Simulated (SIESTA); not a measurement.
**Hf: equation of state with PBE**

Crystal: Hf.

```
CELL_PARAMETERS angstrom
0.00000 2.22000 2.22000
2.22000 0.00000 2.22000
2.22000 2.22000 0.00000
ATOMIC_POSITIONS crystal
Hf 0.00000 0.00000 0.00000
```

This isn't the form of Hf at room conditions, which is hcp.

```
Program             : SIESTA 5.4.2
Task                : equation of state
Functional          : PBE
Potentials or basis : PseudoDojo 0.4 standard (PBE files)
Basis               : DZP (energy shift 0.002 Ry)
Grid cutoff         : 800 Ry
Energy shift        : 0.002 Ry
k mesh              : 10 × 10 × 10
Occupations         : fermi-dirac, width 0.05 eV
Spin                : no spin polarisation
```

```json
{
 "Equilibrium volume": "22.68 Å³/atom",
 "Bulk modulus": "109 GPa",
 "Pressure derivative of the bulk modulus": "3.4 (rough: it moves with the points fitted)"
}
```

Energy against volume, from the lowest point:
```
volume (Å³/atom)  energy (meV/atom)
          20.569              76.66
          21.007              46.73
          21.444              24.68
          21.882               9.85
          22.320               1.86
          22.757               0.00
          23.195               3.68
```

All runs of the series together: 5.9 min on 1 thread of Arm Neoverse V1, on a shared host.

Caveat: semicore shells carry a single zeta, which can move pressures by several GPa and volumes by a few percent; the basis of atomic orbitals isn't converged, which shifts pressures, moduli and gaps. PBE usually gives volumes a little too large and moduli too small.
